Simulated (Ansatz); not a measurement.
**Energy, volume and coordination in Li₂H**

The calculation used DFT PBE, scalar-relativistic, plane waves, PAW in Ansatz. All cells share a 420 eV cutoff and Γ-centred k meshes spaced at most about 0.3 Å⁻¹ (about 0.25 or finer for metals, 2π included). No spin polarisation.

Temperature and zero-point effects are left out. Rows are sorted by volume; energies count from the lowest form computed. Coordination counts H atoms around Li (those within 1.25 times the shortest such distance or 1.15 times the sum of covalent radii, 1.27 where that leaves under three; a plus sign parts nearer from farther groups; the shortest distance is added where it exceeds 1.18 times the sum of covalent radii; a slash parts the counts of unlike sites). The table shows 6 of 13 forms computed.

```tsv
row	form	source	atoms	coordination	V (Å³/atom)	gap on mesh (eV)	ΔE (meV/atom)
1	P4/mmm	invented	3	Li 2/4	11.5	0	75
2	anti-3R molybdenite type, R3m	invented	3	Li 3	11.7	0	?
3	anti-anatase type, I4_1/amd	invented	6	Li 1+2	11.7	0	8
4	Pmmn	invented	6	Li 2/4	11.8	0	0
5	Cmc2_1	invented	6	Li 2/4	11.9	0	38
6	P6/mmm	invented	3	Li 6 from 2.7 Å	13.1	0	681
```

The cell of row 2:

```yaml
crystal:
  lattice:
    - [1.40493, 0.81114, 5.11378]
    - [-1.40493, 0.81114, 5.11378]
    - [0.00000, -1.62227, 5.11378]
  atoms:
    - { symbol: Li, position: [0.91847, 0.91847, 0.91847] }
    - { symbol: Li, position: [0.08151, 0.08151, 0.08151] }
    - { symbol: H, position: [0.33305, 0.33305, 0.33305] }
```

**Question.** Estimate the missing energy, and say where the row ranks.

**Answer.** 44 meV/atom, which puts it above row 5 and below row 1. Counting H atoms around Li, row 2 has Li 3 and the lowest form (row 4) has Li 2/4. Shaken at random and relaxed again, this cell came back. Checks: no imaginary mode at Γ (other wave vectors untested).

An observed structure of this formula, if there is one, may be missing.

The k mesh leaves some 4 meV/atom of noise in the energy of each metallic cell. With hydrogen, zero-point motion can shift such differences by 10 meV/atom or more. Cells without such a test can be saddle points. Some types were kept out of the candidates beforehand, so the set may lack a known form.
